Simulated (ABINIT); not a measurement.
**A GW chain in ABINIT: BAs (F-43m)**

Aim: the G0W0 gap of BAs (F-43m) on LDA, step by step.

Program: ABINIT 10.8.3. Level of theory: LDA and many-body steps on it, plane waves. Results are calculated unless marked as measured.

**Experimental background.**

- Gap 1.82 eV: indirect optical gap from absorption edge; UV-visible absorption; 300 K; bulk crystal (single crystal grown by chemical vapor transport) (“Basic Physical Properties of Cubic Boron Arsenide”, 2019, arxiv:1911.11281).

- Gap 4.12 eV: direct gap from square of absorption coefficient, average of two samples; spectroscopic ellipsometry; 300 K; bulk crystal (CVT-grown opaque bulk crystals) (“Optical properties of cubic boron arsenide”, 2019, arxiv:1911.04914).

- Gap 2.02 eV: indirect gap from square root of absorption coefficient, average of three samples; transmission and reflection spectroscopy; 300 K; bulk crystal (CVT-grown platelets about 10 um thick) (“Optical properties of cubic boron arsenide”, 2019, arxiv:1911.04914).

**1. The starting structure**

The structure is cubic, space group F-43m (No. 216). The conventional cell has a = 4.777 Å, b = 4.777 Å, c = 4.777 Å, α = 90.00°, β = 90.00°, γ = 90.00°. B has 4 As at 2.07 Å nearest. As has 4 B at 2.07 Å nearest. Farther neighbours are not listed.

The cell and positions come from the Crystallography Open Database and are kept as given unless a step says otherwise.

**2. Ground state**

This step: ABINIT 10.8.3; DFT, LDA, plane waves, norm-conserving pseudopotentials.

The ground-state density comes first.

Input file run.abi:

```
acell 3*1.0 Angstrom
rprim 
  -0.000000000000 2.388500000000 2.388500000000
  2.388500000000 -0.000000000000 2.388500000000
  2.388500000000 2.388500000000 -0.000000000000
ntypat 2
znucl 5 33
natom 2
typat 1 2
xred 
  0.000000000000 0.000000000000 0.000000000000
  0.250000000000 0.250000000000 0.250000000000
pp_dirpath "pseudos"
pseudos "B.upf, As.upf"
ecut 44
ngkpt 8 8 8
nshiftk 1
shiftk 0 0 0
kptopt 1
chksymbreak 0
nband 18
occopt 1
tolvrs 1e-10
nstep 60
prtwf 0
indata_prefix "in"
outdata_prefix "out"
tmpdata_prefix "tmp"
```

Started as:

```
> OMP_NUM_THREADS=1 mpirun -n 4 abinit run.abi > log
```

Numbers of over 12 decimals in the logs are rounded to 6 here.

The program printed:

```text
.Version 10.8.3 of ABINIT. v10.8.2 released Aug 2026.

 Symmetries : space group F-4 3 m (#216); Bravais cF (face-center cubic)
================================================================================
 Values of the parameters that define the memory need of the present run
     intxc =       0    ionmov =       0      iscf =       7    lmnmax =       6
     lnmax =       6     mgfft =      40  mpssoang =       3    mqgrid =    3001
     natom =       2  nloc_mem =       1    nspden =       1   nspinor =       1
    nsppol =       1      nsym =      24    n1xccc =    2501    ntypat =       2
    occopt =       1   xclevel =       1
-    mband =          18        mffmem =           1         mkmem =           8
       mpw =        2601          nfft =       64000          nkpt =          29
================================================================================
  Rough estimation (10% accuracy) of disk space for files :
================================================================================

--------------------------------------------------------------------------------
------------- Echo of variables that govern the present computation ------------
--------------------------------------------------------------------------------
 -outvars: echo values of preprocessed input variables --------
            acell      1.8897261259E+00  1.8897261259E+00  1.8897261259E+00 Bohr

      chksymbreak           0
             ecut      4.40000000E+01 Hartree
-          fftalg         312

              ixc       -1012
              kpt      0.00000000E+00  0.00000000E+00  0.00000000E+00
                       1.25000000E-01  0.00000000E+00  0.00000000E+00
                       2.50000000E-01  0.00000000E+00  0.00000000E+00
                       3.75000000E-01  0.00000000E+00  0.00000000E+00
                       5.00000000E-01  0.00000000E+00  0.00000000E+00
                       1.25000000E-01  1.25000000E-01  0.00000000E+00
                       2.50000000E-01  1.25000000E-01  0.00000000E+00
                       3.75000000E-01  1.25000000E-01  0.00000000E+00
                       5.00000000E-01  1.25000000E-01  0.00000000E+00
   [... 18 further rows ...]
                      -3.75000000E-01  5.00000000E-01  1.25000000E-01
                      -2.50000000E-01  5.00000000E-01  2.50000000E-01
         kptrlatt        8    0    0      0    8    0      0    0    8
          kptrlen      5.10656775E+01
P           mkmem           8
            natom           2
            nband          18
            ngfft          40      40      40
             nkpt          29
            nstep          60
             nsym          24
           ntypat           2
              occ      2.000000  2.000000  2.000000  2.000000  2.000000  2.000000
                       2.000000  2.000000  2.000000  2.000000  2.000000  2.000000
                       2.000000  0.000000  0.000000  0.000000  0.000000  0.000000
            prtwf           0
            rprim     -0.0000000000E+00  2.3885000000E+00  2.3885000000E+00
[...]
spgroup         216

           tolvrs      1.00000000E-10

             xred      0.0000000000E+00  0.0000000000E+00  0.0000000000E+00
[...]
znucl        5.00000   33.00000

================================================================================

 chkinp: Checking input parameters for consistency.

================================================================================
== DATASET  1 ==================================================================
-   mpi_nproc: 4, omp_nthreads: 1 (-1 if OMP is not activated)

--- !DatasetInfo
iteration_state: {dtset: 1, }
dimensions: {natom: 2, nkpt: 29, mband: 18, nsppol: 1, nspinor: 1, nspden: 1, mpw: 2601, }
cutoff_energies: {ecut:  44.0, pawecutdg:  -1.0, }
electrons: {nelect:   2.60000000E+01, charge:   0.00000000E+00, occopt:   1.00000000E+00, tsmear:   1.00000000E-02, }

 Real(R)+Recip(G) space primitive vectors, cartesian coordinates (Bohr,Bohr^-1):
 R(1)=  0.0000000  4.5136109  4.5136109  G(1)= -0.1107761  0.1107761  0.1107761
 R(2)=  4.5136109  0.0000000  4.5136109  G(2)=  0.1107761 -0.1107761  0.1107761
 R(3)=  4.5136109  4.5136109  0.0000000  G(3)=  0.1107761  0.1107761 -0.1107761
 Unit cell volume ucvol=  1.8390873E+02 bohr^3
 Angles (23,13,12)=  6.00000000E+01  6.00000000E+01  6.00000000E+01 degrees

 getcut: wavevector=  0.0000  0.0000  0.0000  ngfft=  40  40  40
         ecut(hartree)=     44.000   => boxcut(ratio)=   2.09860

--- Pseudopotential description ------------------------------------------------
- B Generated using ONCVPSP code by D. R. Hamann
-  5.00000   3.00000  180309                  znucl, zion, pspdat
12 -1012 1 -1 1498                            pspcod,pspxc,lmax,lloc,mmax
     nproj     2     2     0
  pspatm : epsatm=    3.19369156
         --- l  ekb(1:nproj) -->
[...]
pspatm: atomic psp has been read  and splines computed

- As Generated using ONCVPSP code by D. R. Hamann
- 33.00000  23.00000  180309                  znucl, zion, pspdat
12 -1012 2 -1 1326                            pspcod,pspxc,lmax,lloc,mmax
     nproj     2     2     2
  pspatm : epsatm=   24.70505022
         --- l  ekb(1:nproj) -->
[...]
2  -10.058836   -4.332574
 pspatm: atomic psp has been read  and splines computed

   7.25367286E+02                                ecore*ucvol(ha*bohr**3)
--------------------------------------------------------------------------------

_setup2: Arith. and geom. avg. npw (full set) are    2564.154    2564.133

================================================================================

--- !BeginCycle
iteration_state: {dtset: 1, }
solver: {iscf: 7, nstep: 60, nline: 4, wfoptalg: 0, }
tolerances: {tolvrs: 1.00E-10, }

     iter   Etot(hartree)      deltaE(h)  residm     vres2
 ETOT  1  -310.39078290113    -3.104E+02 1.456E+00 2.223E+02
 ETOT  2  -311.26520774852    -8.744E-01 1.832E-02 9.896E+01
 ETOT  3  -311.27731079672    -1.210E-02 2.657E-03 1.541E+00
 ETOT  4  -311.27742436277    -1.136E-04 1.834E-03 7.389E-02
 ETOT  5  -311.27745571621    -3.135E-05 5.148E-04 1.516E-02
 ETOT  6  -311.27745697790    -1.262E-06 8.442E-04 1.700E-03
 ETOT  7  -311.27745711881    -1.409E-07 2.333E-04 1.328E-05
 ETOT  8  -311.27745712001    -1.191E-09 7.202E-04 4.390E-09
 ETOT  9  -311.27745712001    -3.126E-12 1.782E-04 3.220E-10
 ETOT 10  -311.27745712000     1.273E-11 4.180E-04 2.736E-13

 At SCF step   10       vres2   =  2.74E-13 < tolvrs=  1.00E-10 =>converged.

 Cartesian components of stress tensor (hartree/bohr^3)
  sigma(1 1)=  5.62774196E-04  sigma(3 2)=  0.00000000E+00
  sigma(2 2)=  5.62774196E-04  sigma(3 1)=  0.00000000E+00
  sigma(3 3)=  5.62774196E-04  sigma(2 1)=  0.00000000E+00

--- !ResultsGS
iteration_state: {dtset: 1, }
comment   : Summary of ground state results
lattice_vectors:
- [ -0.0000000,   4.5136109,   4.5136109, ]
- [  4.5136109,  -0.0000000,   4.5136109, ]
- [  4.5136109,   4.5136109,  -0.0000000, ]
lattice_lengths: [   6.38321,    6.38321,    6.38321, ]
lattice_angles: [ 60.000,  60.000,  60.000, ] # degrees, (23, 13, 12)
lattice_volume:   1.8390873E+02
convergence: {deltae:  1.273E-11, res2:  2.736E-13, residm:  4.180E-04, diffor: null, }
etotal    :  -3.11277457E+02
entropy   :   0.00000000E+00
fermie    :   2.85306864E-01
cartesian_stress_tensor: # hartree/bohr^3
- [  5.62774196E-04,   0.00000000E+00,   0.00000000E+00, ]
- [  0.00000000E+00,   5.62774196E-04,   0.00000000E+00, ]
- [  0.00000000E+00,   0.00000000E+00,   5.62774196E-04, ]
pressure_GPa:  -1.6557E+01
xred      :
- [  0.0000E+00,   0.0000E+00,   0.0000E+00,  B]
- [  2.5000E-01,   2.5000E-01,   2.5000E-01, As]
cartesian_forces: # hartree/bohr
- [ -0.00000000E+00,  -0.00000000E+00,  -0.00000000E+00, ]
- [ -0.00000000E+00,  -0.00000000E+00,  -0.00000000E+00, ]
force_length_stats: {min:   0.00000000E+00, max:   0.00000000E+00, mean:   0.00000000E+00, }

 Integrated electronic density in atomic spheres:
 ------------------------------------------------
 Atom  Sphere_radius  Integrated_density
    1        2.00000          2.54971885
    2        2.00000         20.50276107
================================================================================

 ----iterations are completed or convergence reached----

 Mean square residual over all n,k,spin=   11.321E-07; max=  41.805E-05
 reduced coordinates (array xred) for    2 atoms
       0.000000000000      0.000000000000      0.000000000000
       0.250000000000      0.250000000000      0.250000000000
 rms dE/dt=  0.0000E+00; max dE/dt=  0.0000E+00; dE/dt below (all hartree)
    1       0.000000000000      0.000000000000      0.000000000000
    2       0.000000000000      0.000000000000      0.000000000000

 cartesian coordinates (angstrom) at end:
    1      0.000000     0.000000     0.000000
    2      1.194250     1.194250     1.194250

 cartesian forces (hartree/bohr) at end:
    1     -0.000000    -0.000000    -0.000000
    2     -0.000000    -0.000000    -0.000000
 frms,max,avg= 0.0000000E+00 0.0000000E+00   0.000E+00  0.000E+00  0.000E+00 h/b

 cartesian forces (eV/Angstrom) at end:
    1     -0.000000    -0.000000    -0.000000
    2     -0.000000    -0.000000    -0.000000
 frms,max,avg= 0.0000000E+00 0.0000000E+00   0.000E+00  0.000E+00  0.000E+00 e/A
 length scales=  1.889726125908  1.889726125908  1.889726125908 bohr
              =  1.000000000000  1.000000000000  1.000000000000 angstroms
 prteigrs : about to open file out_EIG
 Fermi (or HOMO) energy (hartree) =   0.28531   Average Vxc (hartree)=  -0.42392
 Eigenvalues (hartree) for nkpt=  29  k points:
 kpt#   1, nband= 18, wtk=  0.00195, kpt=  0.0000  0.0000  0.0000 (reduced coord)
  -6.49641   -4.43418   -4.43418   -4.43418   -1.03529   -1.03529   -1.03529   -1.03446
  -1.03446   -0.28054    0.28531    0.28531    0.28531    0.40509    0.40509    0.40509
   0.45588    0.62946
 prteigrs : prtvol=0 or 1, do not print more k-points.

--- !EnergyTerms
iteration_state     : {dtset: 1, }
comment             : Components of total free energy in Hartree
kinetic             :  1.38083154569602E+02
hartree             :  1.24404910506707E+02
xc                  : -3.22178819045225E+01
Ewald energy        : -1.42752833839720E+02
psp_core            :  3.94417004691896E+00
local_psp           : -3.26545445929201E+02
non_local_psp       : -7.61935305697804E+01
total_energy        : -3.11277457119996E+02
total_energy_eV     : -8.47029111535900E+03
band_energy         : -4.95915609117114E+01

 Cartesian components of stress tensor (hartree/bohr^3)
  sigma(1 1)=  5.62774196E-04  sigma(3 2)=  0.00000000E+00
  sigma(2 2)=  5.62774196E-04  sigma(3 1)=  0.00000000E+00
  sigma(3 3)=  5.62774196E-04  sigma(2 1)=  0.00000000E+00

-Cartesian components of stress tensor (GPa)         [Pressure= -1.6557E+01 GPa]
- sigma(1 1)=  1.65573885E+01  sigma(3 2)=  0.00000000E+00
- sigma(2 2)=  1.65573885E+01  sigma(3 1)=  0.00000000E+00
- sigma(3 3)=  1.65573885E+01  sigma(2 1)=  0.00000000E+00

== END DATASET(S) ==============================================================
================================================================================

 -outvars: echo values of variables after computation  --------
           etotal     -3.1127745712E+02
            nband          18
             nkpt          29
          spgroup         216
 [... the other variables as echoed above ...]

 Calculation completed.
```

Elapsed: 17 s, on 4 MPI ranks of Arm Neoverse V1, shared host; peak memory 0.3 GiB.

This step gave:

| Property | Result |
| --- | --- |
| total energy | -8470.2911 eV |
| gap | 1.151 eV |
| k of the valence top | 0, 0, 0 |
| k of the conduction bottom | 0.375, 0.375, 0 |
| least direct gap | 3.259 eV |
| pressure | -16.56 GPa |

The gap is indirect, with the least direct gap 2.11 eV higher.

The cutoff was set for levels, not for stress, so the pressure can be off by some GPa.

[end of part 1 of 3]

[Paths, hosts, dates, memory and timing lines, banners, echoed tables and standing remarks are left out of the program output.]

[Logs are printed without paths, hosts, clocks, repeated set-up lines and the standing remarks that a program may print on its own settings, such as how far it seeks lower states.]

[Runs of the session that timed out or met a known fault of the program may be left out.]

[Hosts, paths, dates, database ids (printed as entryN), source tags and the programs' standing remarks are cut or masked in the printed files.]

[G0W0 gaps are taken among the corrected bands and points alone; a level outside them can change the order at an edge.]

[Where Ansatz stands beside ABINIT at settings called matched, ABINIT's density can come from a denser mesh and the files from another edition; pairs whose starting gaps differed by over 0.03 eV were left out, so agreement reads better than it is.]
